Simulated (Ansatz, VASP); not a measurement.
## Two plane-wave programs on ZrC

POSCAR

```
ZrC
1.0
    3.3914762718      0.0000000000      0.0000000000
   -1.6957381359      2.9371046077      0.0000000000
    0.0000000000      0.0000000000      5.2900530000
Zr C
2 2
Direct
    0.6666666667      0.3333333333      0.7500000000
    0.3333333333      0.6666666667      0.2500000000
    0.0000000000      0.0000000000      0.5000000000
    0.0000000000      0.0000000000      0.0000000000
```

The input INCAR.step1:

```
SYSTEM = ZrC
PREC     = Accurate       ! precision mode
ENCUT    = 520            ! plane-wave cutoff, eV
ISMEAR   = -1             ! smearing method
SIGMA    = 0.05           ! smearing width, eV
LREAL    = .False.        ! projectors in reciprocal space
LASPH    = .True.         ! aspherical terms in the spheres
NELM     = 60             ! most SCF steps
NBANDS   = 24             ! bands
GGA      = PE             ! functional
ALGO     = Normal         ! electronic algorithm
EDIFF    = 1E-4           ! SCF threshold, eV
LWAVE    = .True.         ! write WAVECAR
LCHARG   = .False.        ! write CHGCAR
```

File INCAR.step2:

```
SYSTEM = ZrC
PREC     = Accurate       ! precision mode
ENCUT    = 520            ! plane-wave cutoff, eV
EDIFF    = 1E-6           ! SCF threshold, eV
ISMEAR   = -1             ! smearing method
SIGMA    = 0.05           ! smearing width, eV
LREAL    = .False.        ! projectors in reciprocal space
LASPH    = .True.         ! aspherical terms in the spheres
NELM     = 60             ! most SCF steps
ALGO     = Normal         ! electronic algorithm
ISIF     = 2              ! what is computed and relaxed
LWAVE    = .False.        ! write WAVECAR
LCHARG   = .False.        ! write CHGCAR
METAGGA  = R2SCAN         ! meta-GGA
LMIXTAU  = .True.       
NBANDS   = 24             ! bands
ISTART   = 1
```

Contents of KPOINTS:

```
regular mesh
0
Gamma
  5 5 3
  0 0 0
```

The input input.yaml:

```yaml
crystal:
  lattice:
    - [3.3914762718, 0.0, 0.0]
    - [-1.6957381359, 2.9371046077, 0.0]
    - [0.0, 0.0, 5.290053]
  atoms:
    - { symbol: Zr, position: [0.6666666667, 0.3333333333, 0.75] }
    - { symbol: Zr, position: [0.3333333333, 0.6666666667, 0.25] }
    - { symbol: C, position: [0.0, 0.0, 0.5] }
    - { symbol: C, position: [0.0, 0.0, 0.0] }
hamiltonian:
  xc: r2scan
  pseudopotentials: { kind: paw }
kpoints:
  mp_grid: { grid: [5, 5, 3] }
scf:
  occupations: { method: fermi_dirac, width: 0.05 }
output:
  forces: true
  stress: true
  eigenvalues: true
```

The cell comes from a database or a generator and needn't be the stable form of this composition.

Alike in both runs: task single point; functional r2SCAN; k mesh 5 × 5 × 3; occupations fermi-dirac, width 0.05 eV; no spin polarisation.

|  | VASP | Ansatz |
| --- | --- | --- |
| version | VASP 6.6.1 | Ansatz 0.2.0 |
| potentials or method | VASP PAW PBE potentials, release 64 (Zr_sv, C) | Ansatz PAW |
| plane-wave cutoff (eV) | 520 | 500 |
| valence electrons in the cell | 32 | 32 |

Ansatz gave:

* gap on the k mesh at the Fermi level (eV): none
* pressure (GPa): -2.3
* largest component of the traceless stress (GPa): 2.59

Task: What did VASP give for the same quantities?

Result: gap on the k mesh at the Fermi level (eV): none; pressure (GPa): -2.1; largest component of the traceless stress (GPa): 2.60.

A gap of «none» marks a metal or a gap that the smearing closes.

Caveats: the k mesh is coarse (spacing up to 0.43 Å⁻¹), so the values aren't converged (VASP); the PAW data sets were made with another functional, which shifts forces and pressure a little (VASP); the k mesh is coarse (spacing up to 0.43 Å⁻¹), so the values aren't converged, least of all with exact exchange (Ansatz); the PAW data sets come from PBE, with cores solved anew for the run's functional, which leaves a small shift of forces and pressure (Ansatz).
